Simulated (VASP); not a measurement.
# Zn (P6_3/mmc) in VASP: further runs

Runs on Zn. Level: LDA. Tasks: relaxation of shape and atoms at fixed volume.

Program: VASP 6.6.1. These are calculated values, not measurements. Logs are shortened: lines on timing, memory, paths and dates and some standing lists are left out, and cuts for length are marked.

**1. The crystal as given**

It takes space group P6_3/mmc (No. 194, hexagonal). The conventional cell has a = 2.559 Å, b = 2.559 Å, c = 4.846 Å, α = 90.00°, β = 90.00°, γ = 120.00°. Zn (site symmetry -6m2) has 12 Zn at 2.56 to 2.84 Å as nearest neighbours.

**2. Relaxation of shape and atoms at fixed volume, LDA**

INCAR

```
SYSTEM = Zn
  ALGO = Normal
  EDIFF = 1E-7
  EDIFFG = -0.01
  ENCUT = 600
  GGA = CA
  IBRION = 2
  ISIF = 4
  ISMEAR = 1
  LASPH = .True.
  LCHARG = .False.
  LREAL = .False.
  LWAVE = .False.
  NELM = 80
  NSW = 40
  PREC = Accurate
  SIGMA = 0.1
```

KPOINTS

```
k-points
0
Gamma
  18 18 8
  0 0 0
```

POSCAR

```
Zn                                      
1.0
    2.5588644475     -0.0000000000     -0.0000000000
   -1.2794322237      2.2160416164      0.0000000000
    0.0000000000     -0.0000000000      4.8455301775
  Zn            
     2
Direct
     0.3333333332999970    0.6666666667000030    0.2500000000000000
     0.6666666667000030    0.3333333332999970    0.7500000000000000
```

Potentials or basis: VASP PAW LDA potentials, release 64 (Zn).

On the command line:

```console
$ cat potpaw_LDA.64/Zn/POTCAR > POTCAR
$ mpirun -np 1 vasp_std > vasp.out
```

OUTCAR:

```text
SYSTEM = Zn
   EDIFF = 1E-7
   EDIFFG = -0.01
   ENCUT = 600
   GGA = CA
   IBRION = 2
   ISIF = 4
   ISMEAR = 1
   LASPH = .True.
   LREAL = .False.
   NELM = 80
   NSW = 40
   PREC = Accurate

 ion  position               nearest neighbor table
   1  0.333  0.667  0.250-   2 2.84   2 2.84   2 2.84   2 2.84   2 2.84   2 2.84
   2  0.667  0.333  0.750-   1 2.84   1 2.84   1 2.84   1 2.84   1 2.84   1 2.84

  LATTYP: Found a hexagonal cell.
 ALAT       =     2.5588644475
 C/A-ratio  =     1.8936251907

  Lattice vectors:

 A1 = (   2.5588644475,   0.0000000000,   0.0000000000)
 A2 = (  -1.2794322237,   2.2160416164,   0.0000000000)
 A3 = (   0.0000000000,   0.0000000000,   4.8455301775)

Analysis of symmetry for initial positions (statically):
=====================================================================
 Subroutine PRICEL returns:
 Original cell was already a primitive cell.

 Routine SETGRP: Setting up the symmetry group for a
 hexagonal supercell.

 Subroutine GETGRP returns: Found 24 space group operations
 (whereof 12 operations were pure point group operations)
 out of a pool of 24 trial point group operations.

The static configuration has the point symmetry D_3d.
 The point group associated with its full space group is D_6h.

Analysis of symmetry for dynamics (positions and initial velocities):
=====================================================================
 Subroutine PRICEL returns:
 Original cell was already a primitive cell.

 Routine SETGRP: Setting up the symmetry group for a
 hexagonal supercell.

 Subroutine GETGRP returns: Found 24 space group operations
 (whereof 12 operations were pure point group operations)
 out of a pool of 24 trial point group operations.

The dynamic configuration has the point symmetry D_3d.
 The point group associated with its full space group is D_6h.

 Subroutine INISYM returns: Found 24 space group operations
 (whereof 12 operations are pure point group operations),
 and found     1 'primitive' translations

----------------------------------------------------------------------------------------

                                     Primitive cell

  volume of cell :      27.4768

  direct lattice vectors                    reciprocal lattice vectors
     2.558864447  0.000000000  0.000000000     0.390798348  0.225627532  0.000000000
    -1.279432224  2.216041616  0.000000000     0.000000000  0.451255063  0.000000000
     0.000000000  0.000000000  4.845530177     0.000000000  0.000000000  0.206375766

  length of vectors
     2.558864447  2.558864447  4.845530177     0.451255063  0.451255063  0.206375766

  position of ions in fractional coordinates (direct lattice)
     0.333333333  0.666666667  0.250000000
     0.666666667  0.333333333  0.750000000

  ion indices of the primitive-cell ions
   primitive index   ion index
                 1           1
                 2           2

----------------------------------------------------------------------------------------

 KPOINTS: k-points

Automatic generation of k-mesh.
 Grid dimensions read from file:
 generate k-points for:   18   18    8

 Generating k-lattice:

  Cartesian coordinates                     Fractional coordinates (reciprocal lattice)
     0.021711019  0.012534863  0.000000000     0.055555556  0.000000000  0.000000000
     0.000000000  0.025069726  0.000000000     0.000000000  0.055555556  0.000000000
     0.000000000  0.000000000  0.025796971     0.000000000  0.000000000  0.125000000

  Length of vectors
     0.025069726  0.025069726  0.025796971

  Shift w.r.t. Gamma in fractional coordinates (k-lattice)
     0.000000000  0.000000000  0.000000000

 Subroutine IBZKPT returns following result:
 ===========================================

 Found    185 irreducible k-points:

 Following reciprocal coordinates:
            Coordinates               Weight
  0.000000  0.000000  0.000000      1.000000
  0.055556 -0.000000  0.000000      6.000000
  0.111111 -0.000000  0.000000      6.000000
  0.166667  0.000000  0.000000      6.000000
  0.222222  0.000000  0.000000      6.000000
  0.277778 -0.000000  0.000000      6.000000
[... 16 lines left out ...]
  0.333333  0.111111  0.000000     12.000000
  0.388889  0.111111  0.000000     12.000000
 [... further k-points ...]
   k-points           NKPTS =    185   k-points in BZ     NKDIM =    185   number of bands    NBANDS=     16
   number of dos      NEDOS =    301   number of ions     NIONS =      2
   total plane-waves  NPLWV =  16000
   dimension x,y,z NGX =    20 NGY =   20 NGZ =   40
   dimension x,y,z NGXF=    40 NGYF=   40 NGZF=   80
   ions per type =               2
   NGX,Y,Z   is equivalent  to a cutoff of  12.99, 12.99, 13.72 a.u.
   NGXF,Y,Z  is equivalent  to a cutoff of  25.99, 25.99, 27.45 a.u.
 SYSTEM =  Zn
   PREC   = accura    normal or accurate (medium, high low for compatibility)
   ISTART =      0    job   : 0-new  1-cont  2-samecut
   ICHARG =      2    charge: 1-file 2-atom 10-const
   ISPIN  =      1    spin polarized calculation?
   LNONCOLLINEAR =      F non collinear calculations
   LSORBIT =      F    spin-orbit coupling
   LASPH  =      T    aspherical Exc in radial PAW
   ENCUT  =  600.0 eV  44.10 Ry    6.64 a.u.   5.11  5.11  9.68*2*pi/ulx,y,z
   NELM   =     80;   NELMIN=  2; NELMDL= -5     # of ELM steps
   EDIFF  = 0.1E-06   stopping-criterion for ELM
   LREAL  =      F    real-space projection
   EDIFFG = -.1E-01   stopping-criterion for IOM
   NSW    =     40    number of steps for IOM
   IBRION =      2    ionic relax: 0-MD 1-quasi-New 2-CG
   NFREE  =      1    steps in history (QN), initial steepest desc. (CG)
   ISIF   =      4    stress and relaxation
   ISYM   =      2    0-nonsym 1-usesym 2-fastsym
   POTIM  = 0.5000    time-step for ionic-motion
   TEBEG  =    0.0;   TEEND  =   0.0 temperature during run
   PSTRESS=    0.0 pullay stress
   NELECT =      24.0000    total number of electrons
   NUPDOWN=      -1.0000    fix difference up-down
   EMIN   =  10.00;   EMAX   =-10.00  energy-range for DOS
   EFERMI =   0.00;   METHOD = LEGACY
   ISMEAR =     1;   SIGMA  =   0.10  broadening in eV -4-tet -1-fermi 0-gaus
   EFERMI_NEDOS =   21; number of points for ismear=-14 and -15
   IALGO  =     38    algorithm
   IMIX   =      4    mixing-type and parameters
     AMIX     =   0.40;   BMIX     =  1.00
     AMIX_MAG =   1.60;   BMIX_MAG =  1.00
  volume/ion in A,a.u.               =      13.74        92.71
  Fermi-wavevector in a.u.,A,eV,Ry     =   1.564911  2.957254 33.319955  2.448948
  Thomas-Fermi vector in A             =   2.667465
   LORBIT       =      0    0 simple, 1 ext, 2 COOP (PROOUT), +10 PAW based schemes
   GGA     = CA    functional components
   LHFCALC =     F    Hartree Fock is set to
   AEXX    =    0.0000 exact exchange contribution
   IVDW    =     0    specifies the selected vdW correction
   LEPSILON=     F    determine dielectric tensor
   LRPA    =     F    only Hartree local field effects (RPA)
 conjugate gradient relaxation of ions
 non-spin polarized calculation
 Methfessel and Paxton  Order N= 1 SIGMA  =   0.10
  energy-cutoff  :      600.00
  volume of cell :       27.48
 maximum number of plane-waves:       932
   NGX = 11   NGY = 11   NGZ = 19

 number of electron      23.9999968 magnetization

 Free energy of the ion-electron system (eV)
  ---------------------------------------------------
  ext. energy  EPLUGINS =         0.00000000
  ---------------------------------------------------
  free energy    TOTEN  =        -3.75495515 eV

  energy without entropy =       -3.75451510  energy(sigma->0) =       -3.75480846

 E-fermi :   3.7665     XC(G=0): -12.4319

 val. band max:        3.7237940500   @ k =   0.2222   0.0556   0.1250
 cond. band min:       3.7839078128   @ k =   0.0556  -0.0000   0.2500
 fundamental gap:      0.0601137629
 Fermi energy:         3.7664760780

 k-point     1 :       0.0000    0.0000    0.0000
  band No.  band energies     occupation
      1      -7.6012      2.00000
      2      -5.5798      2.00000
      3      -4.7156      2.00000
      4      -4.4124      2.00000
      5      -4.4124      2.00000
      6      -4.3568      2.00000
[... 8 lines left out ...]
     15      21.4710      0.00000
     16      22.7610      0.00000

 k-point     2 :       0.0556   -0.0000    0.0000
  band No.  band energies     occupation
      1      -7.5012      2.00000
      2      -5.5301      2.00000
      3      -4.7026      2.00000
      4      -4.4251      2.00000
      5      -4.3858      2.00000
      6      -4.3700      2.00000
[... 8 lines left out ...]
     15      20.7325      0.00000
     16      21.5425      0.00000

 k-point     3 :       0.1111   -0.0000    0.0000
  band No.  band energies     occupation
      1      -7.2052      2.00000
      2      -5.3934      2.00000
      3      -4.6711      2.00000
      4      -4.4555      2.00000
      5      -4.3979      2.00000
      6      -4.3084      2.00000
[... 8 lines left out ...]
     15      17.9214      0.00000
     16      20.2689      0.00000

 k-point     4 :       0.1667    0.0000    0.0000
  band No.  band energies     occupation
      1      -6.7290      2.00000
      2      -5.2144      2.00000
      3      -4.6431      2.00000
      4      -4.4951      2.00000
      5      -4.3821      2.00000
      6      -4.2509      2.00000
[... 8 lines left out ...]
     15      18.3479      0.00000
     16      18.8978      0.00000
[... 324 lines left out ...]
 k-point    22 :       0.2778    0.1111    0.0000
  band No.  band energies     occupation
      1      -5.1097      2.00000
      2      -5.0184      2.00000
      3      -4.8119      2.00000
      4      -4.3997      2.00000
      5      -4.3525      2.00000
      6      -4.3261      2.00000
[... 8 lines left out ...]
     15      12.6398      0.00000
     16      13.6856      0.00000

 k-point    23 :       0.3333    0.1111    0.0000
  band No.  band energies     occupation
      1      -5.1418      2.00000
      2      -5.0549      2.00000
      3      -4.9027      2.00000
      4      -4.3986      2.00000
      5      -4.3009      2.00000
      6      -4.1969      2.00000
[... 8 lines left out ...]
     15      11.4893      0.00000
     16      12.1255      0.00000

 k-point    24 :       0.3889    0.1111    0.0000
  band No.  band energies     occupation
      1      -5.1882      2.00000
      2      -5.0850      2.00000
      3      -4.9562      2.00000
      4      -4.4265      2.00000
      5      -4.2380      2.00000
      6      -4.2375      2.00000
[... 8 lines left out ...]
     15       9.5631      0.00000
     16      10.8552      0.00000

 [... further k-points ...]
[... 5 lines left out ...]
  --------------------------------------------------------------------------------------
  -------------------------------------------------------------------------------------
  Total       -0.0017419     -0.0017419      0.0051797     -0.0000000     -0.0000000      0.0000000
  in kB       -0.1015721     -0.1015721      0.3020272     -0.0000000     -0.0000000      0.0000000
  external PRESSURE =       0.0329610 kB  Pullay stress =       0.0000000 kB

 VOLUME and BASIS-vectors are now :
 -----------------------------------------------------------------------------
  energy-cutoff  :      600.00
  volume of cell :       27.48
      direct lattice vectors                 reciprocal lattice vectors
     2.558864447  0.000000000  0.000000000     0.390798348  0.225627532  0.000000000
    -1.279432224  2.216041616  0.000000000     0.000000000  0.451255063  0.000000000
     0.000000000  0.000000000  4.845530177     0.000000000  0.000000000  0.206375766

 POSITION                                       TOTAL-FORCE (eV/Angst)
 -----------------------------------------------------------------------------------
     -0.00000      1.47736      1.21138        -0.000000     -0.000000      0.000000
      1.27943      0.73868      3.63415         0.000000      0.000000      0.000000
 -----------------------------------------------------------------------------------
    total drift:                               -0.000000      0.000000      0.000000

  FREE ENERGIE OF THE ION-ELECTRON SYSTEM (eV)
  ---------------------------------------------------
  free  energy   TOTEN  =        -3.7549551480 eV

  energy  without entropy=       -3.7545150987  energy(sigma->0) =       -3.75480846

 reached required accuracy - stopping structural energy minimisation
```

Wall time 25 s (1 thread of Intel Xeon 6975P-C (Granite Rapids), shared host); peak memory 0.19 GiB.

Results:

```yaml
Free_energy: -3.7550 eV
Pressure_after_relaxing: 0.0 GPa
Band_gap_on_the_k_mesh: none (metal or under the smearing width)
```

Final structure:
```cif
data_structure
_symmetry_space_group_name_H-M 'P 1'
_symmetry_Int_Tables_number 1
_cell_length_a 2.5589
_cell_length_b 2.5589
_cell_length_c 4.8455
_cell_angle_alpha 90.000
_cell_angle_beta 90.000
_cell_angle_gamma 120.000
_cell_volume 27.48
loop_
_atom_site_label
_atom_site_type_symbol
_atom_site_fract_x
_atom_site_fract_y
_atom_site_fract_z
_atom_site_occupancy
Zn1 Zn 0.33333 0.66667 0.25000 1
Zn2 Zn 0.66667 0.33333 0.75000 1
```

Levels at points of the mesh, in eV from the Fermi level:
| k point | band 8 | band 9 | band 10 | band 11 | band 12 | band 13 | band 14 | band 15 | band 16 |
| --- | --- | --- | --- | --- | --- | --- | --- | --- | --- |
| (0.00, 0.00, 0.00) | -7.68 | -7.68 | -7.46 | -7.46 | -4.34 | -3.36 | 13.66 | 17.70 | 18.99 |
| (0.50, 0.00, 0.00) | -7.48 | -7.23 | -7.21 | -3.20 | -2.27 | 2.59 | 3.53 | 4.43 | 5.88 |
| (0.00, 0.00, 0.50) | -8.17 | -7.55 | -7.55 | -7.55 | -7.55 | 4.39 | 4.39 | 20.36 | 20.36 |
| (0.50, 0.00, 0.50) | -7.50 | -7.22 | -7.22 | -2.26 | -2.26 | 0.28 | 0.28 | 10.36 | 10.36 |

Caveat: the relaxation stopped at its first step, so nothing moved.

**3. Relaxation of shape and atoms at fixed volume, LDA (a relaxed cell with its volume scaled by 1.02)**

INCAR is that of step 2.

KPOINTS is that of step 2.

POSCAR

```
Zn                                      
1.0
    2.5758110636     -0.0000000000     -0.0000000000
   -1.2879055317      2.2307178164      0.0000000000
    0.0000000000     -0.0000000000      4.8776207165
  Zn            
     2
Direct
     0.3333333332999970    0.6666666667000030    0.2500000000000000
     0.6666666667000030    0.3333333332999970    0.7500000000000000
```

Potentials or basis: VASP PAW LDA potentials, release 64 (Zn).

On the command line:

```console
$ cat potpaw_LDA.64/Zn/POTCAR > POTCAR
$ mpirun -np 1 vasp_std > vasp.out
```

Wall time 53 s (1 thread of Intel Xeon 6975P-C (Granite Rapids), shared host); peak memory 0.21 GiB.

It converged, with:

```
Free energy               : -3.7526 eV
Energy gained by relaxing : 0.4 meV/atom
Ionic steps               : 3
Pressure after relaxing   : -1.6 GPa
Band gap on the k mesh    : none (metal or under the smearing width)
```

Stress tensor (GPa, compression positive):
```
-1.63  0.00  0.00
 0.00 -1.63  0.00
 0.00  0.00 -1.47
```

Step by step:
| step | energy change (eV) | largest force (eV/Å) | pressure (GPa) |
| --- | --- | --- | --- |
| 1 | 0.0000 | 0.0000 | -1.95 |
| 2 | -0.0005 | 0.0000 | -1.77 |
| 3 | -0.0008 | 0.0000 | -1.58 |

Final structure:
```
Zn
1.0
     2.56672    0.00000    0.00000
    -1.28336    2.22284    0.00000
     0.00000    0.00000    4.91223
Zn
2
Direct
  0.33333 0.66667 0.25000
  0.66667 0.33333 0.75000
```

Levels at points of the mesh, in eV from the Fermi level:
| k point | band 10 | band 11 | band 12 | band 13 | band 14 | band 15 |
| --- | --- | --- | --- | --- | --- | --- |
| (0.00, 0.00, 0.00) | -7.36 | -7.36 | -4.21 | -3.43 | 13.18 | 17.25 |
| (0.50, 0.00, 0.00) | -7.11 | -3.03 | -2.14 | 2.54 | 3.58 | 4.31 |
| (0.00, 0.00, 0.50) | -7.45 | -7.45 | -7.45 | 4.19 | 4.19 | 20.33 |
| (0.50, 0.00, 0.50) | -7.12 | -2.11 | -2.11 | 0.34 | 0.34 | 10.16 |
